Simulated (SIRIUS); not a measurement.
Input of a SIRIUS 7.10.0 run:

Contents of sirius.json:

```json
{
  "control": {
    "processing_unit": "cpu",
    "verbosity": 2,
    "num_bands_to_print": 14,
    "print_forces": true,
    "print_stress": true
  },
  "parameters": {
    "electronic_structure_method": "pseudopotential",
    "xc_functionals": ["XC_GGA_X_PBE_SOL", "XC_GGA_C_PBE_SOL"],
    "gk_cutoff": 7.5,
    "pw_cutoff": 15.0,
    "ngridk": [9, 9, 9],
    "shiftk": [0, 0, 0],
    "smearing": "fermi_dirac",
    "smearing_width": 0.0018374661,
    "num_bands": 14,
    "num_mag_dims": 0,
    "num_dft_iter": 100,
    "energy_tol": 1e-08,
    "density_tol": 1e-06
  },
  "iterative_solver": {
    "type": "davidson",
    "min_tolerance": 1e-09,
    "tolerance_scale": [0.1, 0.25]
  },
  "mixer": {
    "type": "anderson",
    "beta": 0.7,
    "max_history": 8
  },
  "settings": {
    "tol_ne": 1e-10,
    "pseudo_grid_cutoff": 6.5
  },
  "unit_cell": {
    "lattice_vectors": [
      [0.0, 4.677109952971, 4.677109952971],
      [4.677109952971, 0.0, 4.677109952971],
      [4.677109952971, 4.677109952971, 0.0]
    ],
    "atom_coordinate_units": "lattice",
    "atom_types": ["Pb"],
    "atom_files": {
      "Pb": "Pb.json"
    },
    "atoms": {
      "Pb": [
        [0.0, 0.0, 0.0]
      ]
    }
  }
}
```

Potentials or basis: PseudoDojo 0.4.1 PBEsol standard (scalar relativistic).

Run with:

```console
$ upf_to_json Pb.upf
$ OMP_NUM_THREADS=1 sirius.scf --input=sirius.json --output=out.json --task=0
```

What does it give for the pressure?

-0.6 GPa.

Estimate the band gap on the k mesh.

none (metal or under the smearing width).

The run has no spin-orbit coupling, so splittings on Pb are missing.
